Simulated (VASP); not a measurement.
Write the native input for VASP 6.6.1 that does the following.

```
Task                   : band structure
Functional             : LAK
Potentials or basis    : VASP PAW PBE potentials, release 64 (Ta_pv, S)
Cutoff                 : 520 eV
k mesh                 : 9 × 9 × 5
Occupations            : fermi-dirac, width 0.05 eV
Spin                   : no spin polarisation
Further INCAR settings : ALGO = Normal; EDIFF = 1e-07
```

The structure of TaS2 lies in POSCAR:

```
TaS2
1.0
    3.3500000000      0.0000000000      0.0000000000
   -1.6750000000      2.9011851027      0.0000000000
    0.0000000000      0.0000000000      5.8600000000
Ta S
1 2
Direct
    0.0000000000      0.0000000000      0.0000000000
    0.6666666667      0.3333333333      0.7500000000
    0.3333333333      0.6666666667      0.2500000000
```

One way to write it, as run:

INCAR

```
SYSTEM = TaS2
ALGO = Normal
EDIFF = 1E-7
ENCUT = 520
ISIF = 2
ISMEAR = -1
LASPH = .TRUE.
LCHARG = .FALSE.
LMAXMIX = 4
LMIXTAU = .TRUE.
LREAL = .FALSE.
LWAVE = .FALSE.
METAGGA = LAK
NELM = 80
PREC = Accurate
SIGMA = 0.05
```

KPOINTS

```
k-points
0
G
  9 9 5
  0 0 0
```

KPOINTS_OPT

```
path GMKGALHA,LM,KH
10
line-mode
reciprocal
 0.0000000000  0.0000000000  0.0000000000  G
 0.5000000000  0.0000000000  0.0000000000  M

 0.5000000000  0.0000000000  0.0000000000  M
 0.3333333333  0.3333333333  0.0000000000  K

 0.3333333333  0.3333333333  0.0000000000  K
 0.0000000000  0.0000000000  0.0000000000  G

 0.0000000000  0.0000000000  0.0000000000  G
 0.0000000000  0.0000000000  0.5000000000  A

 0.0000000000  0.0000000000  0.5000000000  A
 0.5000000000  0.0000000000  0.5000000000  L

 0.5000000000  0.0000000000  0.5000000000  L
 0.3333333333  0.3333333333  0.5000000000  H

 0.3333333333  0.3333333333  0.5000000000  H
 0.0000000000  0.0000000000  0.5000000000  A

 0.5000000000  0.0000000000  0.5000000000  L
 0.5000000000  0.0000000000  0.0000000000  M

 0.3333333333  0.3333333333  0.0000000000  K
 0.3333333333  0.3333333333  0.5000000000  H
```

Potentials or basis: VASP PAW PBE potentials, release 64 (Ta_pv, S).

The run is started by

```console
$ cat potpaw_PBE.64/Ta_pv/POTCAR potpaw_PBE.64/S/POTCAR > POTCAR
$ mpirun -np 1 vasp_std > vasp.out
```

Results of the run:

| Item | Value |
| --- | --- |
| Pressure | 11.7 GPa |
| Largest force | 1.271 eV/Å |
| Band gap along the path | none (metal or under the smearing width) |

Caveat: the PAW data sets were made with another functional, which shifts forces and pressure a little; spin-orbit coupling is left out, which moves the levels of the heavy elements.

It took 7.1 min on 1 thread of Intel(R) Xeon(R) Platinum 8488C (Sapphire Rapids), on a shared host, peak memory 0.22 GiB.
